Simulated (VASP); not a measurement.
GaN:

```
Ga N
1.0
     0.00000    2.24757    2.24757
     2.24757    0.00000    2.24757
     2.24757    2.24757    0.00000
Ga N
1 1
Direct
  0.00000 0.00000 0.00000
  0.25000 0.25000 0.25000
```

The cell was built by a generator and needn't be a form met in nature.

Program: VASP 6.6.1. Alike in all runs: task band structure; potentials or basis VASP PAW PBE potentials, release 64 (Ga_d, N); no spin polarisation; cell as given; k mesh 14 × 14 × 14; cutoff (eV) 520; smearing gaussian 0.03 eV.

Question: Order these runs on this cell by their band gap on the k mesh, lowest first.
A. level PBEsol
B. level TB-mBJ
C. level r2SCAN

Answer: A (1.73 eV), C (2.17 eV), B (2.91 eV).

